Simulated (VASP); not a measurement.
Input of a VASP 6.6.1 run:

Contents of INCAR:

```
  PREC = Accurate
  ENCUT = 520
  EDIFF = 1E-6
  ISMEAR = 0
  SIGMA = 0.15
  LREAL = False
  LASPH = True
  NELM = 100
  ALGO = Fast
  ISIF = 2
  LWAVE = False
  LCHARG = False
  NBANDS = 12
```

The input KPOINTS:

```
regular mesh
0
Gamma
  22 22 22
```

POSCAR

```
Ti
1.0
    0.0000000000      2.2787126677      1.6110498561
    2.2787126677      0.0000000000      1.6110498561
    2.2787126677      2.2787126677      0.0000000000
Ti
1
Direct
    0.0000000000      0.0000000000      0.0000000000
```

Potentials or basis: VASP PAW LDA potentials, release 64 (Ti_sv).

The run is started by

```console
$ cat potpaw_LDA.64/Ti_sv/POTCAR > POTCAR
$ mpirun -np 1 vasp_std > vasp.out
```

Problem. What does it give for the pressure?

Solution. -6.0 GPa.

Problem. Estimate the band gap on the k mesh.

Solution. None (metal or under the smearing width).
